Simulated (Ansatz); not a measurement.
Relaxed sheet of Bi2Te3, cell area A = 16.385 Å²:

```yaml
crystal:
  lattice:
    - [4.34974, 0.00000, 0.00000]
    - [-2.17487, 3.76698, 0.00000]
    - [0.00000, 0.00000, 41.03016]
  periodic: [true, true, false]
  atoms:
    - { symbol: Te, position: [0.00000, 0.00000, 0.40770] }
    - { symbol: Bi, position: [0.33333, 0.66667, 0.45019] }
    - { symbol: Te, position: [0.66667, 0.33333, 0.50000] }
    - { symbol: Bi, position: [0.00000, 0.00000, 0.54981] }
    - { symbol: Te, position: [0.33333, 0.66667, 0.59230] }
```

The calculation used Ansatz, DFT PBE+D3(BJ), scalar-relativistic, plane waves, PAW. Plane waves to 420 eV, a k mesh through Γ of 6×6×1 on the computed 5-atom cell and Gaussian smearing (0.02 eV); no spin polarisation. The sheet is isolated along c (Coulomb cut-off).

Under strain along x with y held, atoms relaxed, stress positive in compression; ΔE is the free energy at this smearing, of which the stress is the derivative:

```csv
strain (%),σxx (N/m),σyy (N/m),ΔE (meV/cell),thickness (Å)
-2,1.195,0.292,11.98,7.654
+2,-1.094,-0.289,11.16,7.498
```

(1) Which in-plane elastic constants follow from the stresses?

(2) Do the energies agree?

(3) The unstrained thickness between the outer atoms is 7.574 Å. How does it respond?

Results:

(1) Central differences over Δε = 0.04 give C11 = 57.2 N/m from the stress along the strain and C12 = 14.5 N/m from the stress across it. The sheet is hexagonal, so C22 = C11: Poisson's ratio is C12/C11 = 0.25, Young's modulus (C11² − C12²)/C11 = 54 N/m and the shear modulus (C11 − C12)/2 = 21.4 N/m.

(2) The second difference [ΔE(−ε) + ΔE(+ε)]/(A·ε²) = (11.98 + 11.16) meV/(16.385 Å² × 0.0004) × 16.02 N/m per eV/Å² = 56.6 N/m should equal C11 = 57.2 N/m; they differ by 1.2 %, so the two routes agree. The stress in compression and in tension differ in size because of the third-order constants.

(3) d ln t/dε = (7.498 − 7.654)/(7.574 × 0.04) = -0.51: the sheet thins as it is stretched, as its bonds turn towards the plane.

The sheet is soft in the plane compared with graphene or MoS2, as expected of long, polar Bi–Te bonds built mainly from p orbitals, with the heavy-atom s pairs contributing little to the bonding. Strain can be taken up partly by opening the bond angles, which costs less than stretching the bonds, and the free outer Te planes let the thickness adjust. That relaxation probably lowers C11 noticeably below the value for a sheet held at fixed thickness. The larger stress in compression than in tension is the usual anharmonic signature of steepening repulsion at short distances and weakening bonds at long ones.

Hexagonal symmetry makes the linear in-plane response isotropic, so the Young's modulus of 54 N/m holds for any in-plane direction, though the third-order response need not be isotropic. The thickness coefficient of -0.51 belongs to strain with y held; under uniaxial stress the sheet would also narrow sideways and thin less. The in-plane constants alone do not determine the bending rigidity, which depends on how stiffness is distributed across the five atomic planes.
